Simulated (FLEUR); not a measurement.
Crystal: MgO.

```xyz
2
Lattice="0.0000 2.0970 2.0970 2.0970 0.0000 2.0970 2.0970 2.0970 0.0000" Properties=species:S:1:pos:R:3 pbc="T T T"
Mg    0.0000    0.0000    0.0000
O     2.0970    2.0970    2.0970
```

The cell is a database's computed one.

Base run:

| Property | Result |
| --- | --- |
| Program | FLEUR MaX-R8.1 (later development tree) |
| Functional | r2SCAN |
| Potentials or basis | all-electron |
| Basis | FLAPW |
| Kmax | 4.97 1/bohr |
| k mesh | 11 × 11 × 11 |
| Occupations | fermi-dirac, width 0.05 eV |
| Spin | no spin polarisation |

Its results: band gap on the k mesh 5.74 eV, direct.

The run is repeated on the same cell with these changes: functional from r2SCAN to PBEsol. What comes out?

Band gap on the k mesh 4.76 eV, direct.

r2SCAN gives the wider gap, since meta-GGAs in the generalised Kohn-Sham scheme recover part of the derivative discontinuity.

Caveats: the meta-GGA is that of a development version, with a GGA for the radial functions and cores and without core tails (some runs).

Not every run made on this cell is shown here.
